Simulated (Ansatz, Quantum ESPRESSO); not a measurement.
## SiO2 [001], stishovite: pulling along c

The c axis is held at a set length while the cell relaxes sideways. How do the lateral strain and the stress follow? The strained cell has c along the load; unstrained it is a = 4.1945 Å, b = 4.1945 Å, c = 2.6781 Å, α = 90.00°, β = 90.00°, γ = 90.00°, with 6 atoms.

Calculated with Ansatz 0.2.0, PBEsol, PAW files of the set soft_1, cutoff 600 eV, Fermi–Dirac smearing 0.02 eV, k-mesh 7×7×10, no spin polarisation, no spin-orbit coupling.

Relaxed positions at 0 %:

```
atom       x       y       z
  Si  0.0000  0.0000  0.0000
  Si  0.5000  0.5000  0.5000
   O  0.3061  0.3061  0.0000
   O  0.1939  0.8061  0.5000
   O  0.6939  0.6939  0.0000
   O  0.8061  0.1939  0.5000
```

| ε_c (%) | a (Å) | c (Å) | ε_a (%) | σ (GPa, tension positive) |
| --- | --- | --- | --- | --- |
| −3 | 4.2341 | 2.5978 | 0.944 | −19.90 |
| −2 | 4.2206 | 2.6245 | 0.621 | −12.85 |
| −1 | 4.2074 | 2.6513 | 0.307 | −6.21 |
| 0 | 4.1945 | 2.6781 | 0.000 | 0.01 |
| 2 | 4.1697 | 2.7317 | −0.592 | 11.30 |
| 3 | 4.1578 | 2.7584 | −0.876 | 16.39 |

**Question.** Fit both responses and give the free strain and the stress at +1 %, a row left out above.

Least squares with y = y0 + y1 ε + y2 ε² (ε in %) gives ε_a = 0.000 + (−0.3033) ε + (0.0038) ε² and σ = 0.02 + (6.044) ε + (−0.197) ε² GPa. The linear terms put the ratio of free to applied strain at −0.303 and the Young modulus at 604 GPa.

At +1 % the free strain comes out as −0.300 %. The run itself gives −0.300 %, so the estimate misses by 0.000 %, a rounding's worth.

The stress comes out as 5.87 GPa. The run itself gives 5.84 GPa, so the estimate misses by 0.03 GPa; the fitted rows themselves lie up to 0.02 GPa off the law.

The negative ε² term means that the crystal stiffens in compression and softens in tension.

The same fit over all rows at other levels or in other programs gives the strain ratio = −0.294 with PBEsol (Quantum ESPRESSO, PseudoDojo) and −0.302 with PBEsol (Quantum ESPRESSO, GBRV).

[Logs are printed without paths, hosts, clocks, repeated set-up lines and the standing remarks that a program may print on its own settings, such as how far it seeks lower states.]
